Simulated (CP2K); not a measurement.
Runs of CP2K 2026.2 on TiC. Symmetry: Fm-3m, No. 225, cubic system. The conventional cell has a = 4.331 Å, b = 4.331 Å, c = 4.331 Å, α = 90.00°, β = 90.00°, γ = 90.00°. Ti (site symmetry m-3m) is surrounded by 6 C at 2.17 Å. C (site symmetry m-3m) is surrounded by 6 Ti at 2.17 Å. The cell is a database's computed one.

| task | level | cell | EPS_DEFAULT | hirshfeld SHAPE_FUNCTION | VORONOI_RADII | CUTOFF of the grids | points a segment of the path (NPOINTS) | gap on the mesh (eV) | pressure (GPa) |
| --- | --- | --- | --- | --- | --- | --- | --- | --- | --- |
| atomic charges | PW91 | as given | 1.0E-10 | GAUSSIAN | VDW | 675 Ry | - | none | 0.8 |
| band structure | PBE | strain_c = -0.02 | 1.0E-9 | - | - | 450 Ry | 10 | none | 6.1 |
| atomic charges | revPBE | as given | 1.0E-10 | GAUSSIAN | VDW | 675 Ry | - | none | (b) |
| atomic charges | TASK | as given | 1.0E-10 | GAUSSIAN | VDW | 675 Ry | - | none | (a) |
| atomic charges | LDA | as given | 1.0E-10 | GAUSSIAN | VDW | 675 Ry | - | none | -9.4 |
| atomic charges | vdW-DF-cx | as given | 1.0E-10 | GAUSSIAN | VDW | 675 Ry | - | none | -3.8 |
| band structure | PBE | strain_c = 0.06 | 1.0E-9 | - | - | 450 Ry | 10 | none | -12.3 |
| atomic charges | PBE | as given | 1.0E-10 | GAUSSIAN | VDW | 675 Ry | - | none | 0.8 |
| band structure | PBE | strain_c = -0.04 | 1.0E-9 | - | - | 450 Ry | 10 | none | 12.1 |
| band structure | PBE | strain_c = 0.04 | 1.0E-9 | - | - | 450 Ry | 10 | none | -8.4 |
| band structure | PBE | strain_c = 0 | 1.0E-9 | - | - | 450 Ry | 10 | none | 0.8 |
| band structure | PBE | strain_c = 0.02 | 1.0E-9 | - | - | 450 Ry | 10 | none | (c) |

Alike in all rows: potentials or basis POTENTIAL_UZH Ti GTH-PBE-q12, C GTH-PBE-q4; TZVP-MOLOPT-PBE-GTH basis; no spin polarisation; k mesh 11 × 11 × 11; smearing fermi-dirac 0.05 eV.

**Question.** Fill in the values left out.

**Answer.** (a) 8.9; (b) 3.3; (c) -4.0.

Caveats: the basis of atomic orbitals isn't converged, which shifts pressures, moduli and gaps; the potentials were made for another functional, which shifts forces and pressure (some runs).

A gap of «none» marks a metal or a gap under the smearing width.
